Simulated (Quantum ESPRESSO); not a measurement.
Crystal: Cl.

```
Cl
1.0
     3.14500   -2.25000    0.00000
     3.14500    2.25000    0.00000
     0.00000    0.00000    8.21000
Cl
4
Direct
  0.37000 0.63000 0.40000
  0.13000 0.87000 0.90000
  0.63000 0.37000 0.60000
  0.87000 0.13000 0.10000
```

Base run:

| Property | Result |
| --- | --- |
| Program | Quantum ESPRESSO 7.5 |
| Functional | PBE |
| Potentials or basis | PseudoDojo 0.4.1 SR PBE standard |
| Cutoff | 789 eV |
| Density cutoff | 3157 eV |
| k mesh | 6 × 6 × 2, shifted |
| Occupations | fermi-dirac, width 0.05 eV |
| Spin | no spin polarisation |

Its results: pressure 0.6 GPa; largest force 0.095 eV/Å; electronic dielectric tensor (diagonal) 2.26, 3.03, 4.18.

Task: The run is repeated on the same cell with these changes: functional from PBE to WC. What comes out?

Result: Pressure -0.5 GPa; largest force 0.132 eV/Å; electronic dielectric tensor (diagonal) 2.29, 3.09, 4.29.

WC binds more tightly than PBE, so the same cell stands under less pressure.

Caveats: the potentials were made for another functional, which shifts forces and pressure (some runs).

Not every run made on this cell is shown here.
